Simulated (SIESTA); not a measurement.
Pb in SIESTA: the effect of functional

Pb, a slab with vacuum:

```
CELL_PARAMETERS angstrom
3.48000 0.00000 0.00000
-1.74000 3.01377 0.00000
0.00000 0.00000 20.59000
ATOMIC_POSITIONS crystal
Pb 0.33333 0.66667 0.36425
Pb 0.66667 0.33333 0.50000
Pb 0.33333 0.66667 0.63575
```

Alike in all runs:

| Property | Result |
| --- | --- |
| Program | SIESTA 5.4.2 |
| Task | single point |
| Potentials or basis | PseudoDojo 0.4 standard (PBE files) |
| Basis | DZP (energy shift 0.003 Ry; two zetas on semicore shells) |
| Grid cutoff | 500 Ry |
| Energy shift | 0.003 Ry |
| k mesh | 9 × 9 × 1 |
| Occupations | fermi-dirac, width 0.05 eV |
| Spin | no spin polarisation |

```tsv
functional	largest force (eV/Å)
PBE	0.31
vdW-DF	0.54
vdW-DF2	0.76
optB88-vdW	0.33
vdW-DF-C09	0.13
vdW-DF-cx	0.15
VV10	?
```

Q: What does the run with functional VV10 give?

A: Largest force 0.41 eV/Å.

Caveats: the potentials were made for another functional, which shifts forces and pressure (some runs); the non-local part is tabulated coarsely and may be off by about a percent (some runs).
